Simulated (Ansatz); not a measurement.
# Sc3Al: the cost of one run

Computed with Ansatz 0.2.0 (DFT PBE, scalar-relativistic, plane waves, PAW, unless a step's input says otherwise).

### Step 1. The starting structure

It takes space group Pmmm (No. 47, orthorhombic). The conventional cell has a = 2.928 Å, b = 4.140 Å, c = 5.856 Å, α = 90.00°, β = 90.00°, γ = 90.00°. Sc (site symmetry mm2) is surrounded by 8 Sc at 2.93 Å and 4 Al at 2.93 Å. Sc (site symmetry mmm) has 10 Sc at 2.93 Å and 2 Al at 2.93 Å as nearest neighbours. Al (site symmetry mmm) is surrounded by 10 Sc at 2.93 Å and 2 Al at 2.93 Å.

As a file:

```
CELL_PARAMETERS angstrom
2.92775 0.00000 0.00000
0.00000 4.14047 0.00000
0.00000 0.00000 5.85550
ATOMIC_POSITIONS crystal
Sc 0.00000 0.00000 0.75000
Sc 0.00000 0.00000 0.25000
Sc 0.50000 0.50000 0.50000
Al 0.50000 0.50000 0.00000
```

The start is an ordering of an alloy on its end members' structure types: elements ordered on the sites of the Pt type, Al/Sc on Pt (Pmmm, No. 47).

### Step 2. The guess as it stands, on a coarse mesh

The input, input.yaml:

```yaml
crystal:
  lattice:
    - [2.92775168, 0.0, 0.0]
    - [0.0, 4.14046613, 0.0]
    - [0.0, 0.0, 5.85550336]
  atoms:
    - { symbol: Sc, position: [0.0, 0.0, 0.75] }
    - { symbol: Sc, position: [0.0, 0.0, 0.25] }
    - { symbol: Sc, position: [0.5, 0.5, 0.5] }
    - { symbol: Al, position: [0.5, 0.5, 0.0] }
basis:
  ecutwfc: 420
kpoints:
  mp_grid: { grid: [6, 4, 4] }
hamiltonian:
  xc: pbe
scf:
  occupations: { method: gaussian, width: 0.1 }
  lower_state_search: "off"
output:
  forces: true
  stress: true
  eigenvalues: true
```

Launch:

```
$ ansatz run input.yaml --threads 1 --pin off --max-ram 2560MiB --backend cpu --events-out ev --progress --plain --runs-dir out
```

Q: Estimate wall time and peak memory on 1 thread of Intel Xeon at 2.50GHz (Skylake/Cascade Lake), shared host.

About 8 s, with a peak of 0.36 GiB.
